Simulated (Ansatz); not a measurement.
# Pressure series of LiH (Fm-3m)

```
Li H
1.0
     2.00233    2.00233    0.00000
    -2.00233    2.00233    0.00000
     0.00000    2.00233    2.00233
Li H
1 1
Direct
  0.00000 0.00000 0.00000
  0.50000 0.50000 0.00000
```

This is the zero-pressure cell under r²SCAN. Cell and atoms are relaxed by PAW (default files of Ansatz 0.2.0, cutoff 500 eV, stress met within about 0.05 GPa) at each pressure, in this structure whether or not another phase would take over; P is the pressure reached, less that of this cell. Levels come from r²SCAN, PAW on Ansatz 0.2.0's default frozen-core files (fitted under PBE), scalar-relativistic; k mesh 10×10×10, fixed occupations, cutoff 500 eV. Conduction levels are in eV over the valence top (at X), at fixed fractional wave vectors. Zone-centre phonons come from finite displacements by PAW, without the LO-TO term.

```csv
P (GPa),V/V₀,X,L,Γ,T1u TO (cm⁻¹)
-2.02,1.0637,3.665,5.388,16.733,543.8
0.00,1.0000,3.629,5.542,17.555,605.7
2.00,0.9506,3.596,5.674,18.258,656.6
3.96,?,?,?,?,?
6.95,0.8611,3.515,5.947,19.705,757.2
9.98,0.8204,3.469,6.089,20.451,807.2
14.98,0.7670,3.396,6.298,21.532,877.9
```

Question: Fit the third-order Birch-Murnaghan equation to the rows shown.

Answer: With f = [(V₀/V)^(2/3) − 1]/2, the normalised pressure F = P/[3f(1 + 2f)^(5/2)] is 37.0 GPa at f = -0.0202, 35.6 GPa at f = 0.0172, 34.5 GPa at f = 0.0524, 33.9 GPa at f = 0.0705, 33.2 GPa at f = 0.0967. The line F = B₀[1 + (3/2)(B′ − 4)f] gives B₀ = 36.2 GPa and B′ = 3.4.

Question: What are the volume deformation potentials and pressure coefficients of these levels at zero pressure?

Answer: 

```csv
level,dE/dlnV (eV),dE/dP = −(dE/dlnV)/B₀ (meV/GPa),mean slope up to 2.0 GPa (meV/GPa)
X,0.63,-17.3,-16.9
L,-2.55,70.3,66.0
Γ,-13.62,375.7,352.4
```

dE/dlnV is the slope of a cubic fit in ln V at V₀. The last column is read from two rows and shows how the slope bends with pressure.

Question: What mode Grüneisen parameters follow?

Answer: γ = −d ln ω/d ln V at V₀ from a quadratic fit in ln V: T1u 1.65.

Question: What belongs in the row at 3.96 GPa?

Answer: The fits give V/V₀ = 0.9109 and X = 3.563 eV. Computed: V/V₀ = 0.9107, X = 3.563, L = 5.790, Γ = 18.874, T1u TO (cm⁻¹) = 700.0.

Keep in mind: no other phase was computed; many crystals of this kind change structure within this range, and rows or crossings beyond such a change describe a metastable lattice; frozen-core PAW files fitted under PBE, their cores solved anew for the functional of the run; semilocal gaps are low, and the spacing of valleys can be off by tenths of an eV; levels are read at fixed fractional k, so an edge that moves off these points is missed.
